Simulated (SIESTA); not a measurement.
The system is BP.

```
P B
1.0
     0.00000    2.26900    2.26900
     2.26900    0.00000    2.26900
     2.26900    2.26900    0.00000
P B
1 1
Direct
  0.75000 0.75000 0.75000
  0.00000 0.00000 0.00000
```

Base run:

```yaml
Program: SIESTA 5.4.2
Functional: RPBE
Potentials_or_basis: PseudoDojo 0.4 standard (PBE files)
Basis: DZP (energy shift 0.003 Ry)
Grid_cutoff: 500 Ry
Energy_shift: 0.003 Ry
k_mesh: 10 × 10 × 10
Occupations: fermi-dirac, width 0.05 eV
Spin: no spin polarisation
```

Its results: band gap on the k mesh 1.34 eV, indirect (least direct gap 3.43 eV); pressure 5.3 GPa.

Q: The run is repeated on the same cell with these changes: functional from RPBE to BLYP. What comes out?

A: Band gap on the k mesh 1.54 eV, indirect (least direct gap 3.59 eV); pressure 10.8 GPa.

Caveats: the potentials were made for another functional, which shifts forces and pressure; the basis of atomic orbitals isn't converged, which shifts pressures, moduli and gaps.
